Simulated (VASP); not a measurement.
Zn: single point with PBEsol

Zn:

```
Zn
1.0
     0.00000    1.96478    1.96478
     1.96478    0.00000    1.96478
     1.96478    1.96478    0.00000
Zn
1
Cartesian
  0.0000 0.0000 0.0000
```

This isn't the form of Zn at room conditions, which is hcp.

```yaml
Program: VASP 6.6.1
Task: single point
Functional: PBEsol
Potentials_or_basis: VASP PAW PBE potentials, release 64 (Zn)
Cutoff: 520 eV
k_mesh: 8 × 8 × 8
Occupations: gaussian, width 0.1 eV
Spin: no spin polarisation
Dipole_correction: no
Further_INCAR_settings: ALGO = Normal; EDIFF = 1e-07; NBANDS = 12
```

- Pressure: -4.5 GPa
- Band gap on the k mesh: none (metal or under the smearing width)

Levels at points of the mesh, in eV from the Fermi level:
| k point | band 4 | band 5 | band 6 | band 7 | band 8 | band 9 |
| --- | --- | --- | --- | --- | --- | --- |
| (0.00, 0.00, 0.00) | -7.24 | -6.85 | -6.85 | 18.59 | 18.59 | 18.59 |
| (0.50, 0.00, 0.00) | -6.57 | -6.57 | -2.57 | -1.04 | 15.57 | 15.57 |
| (0.50, 0.50, 0.00) | -6.50 | -6.50 | -0.66 | 2.07 | 8.75 | 8.75 |

It took 4.3 s on 1 thread of Intel(R) Xeon(R) Platinum 8488C (Sapphire Rapids), with other jobs on the host, peak memory 0.13 GiB.

Caveat: the PAW data sets were made with another functional, which shifts forces and pressure a little.
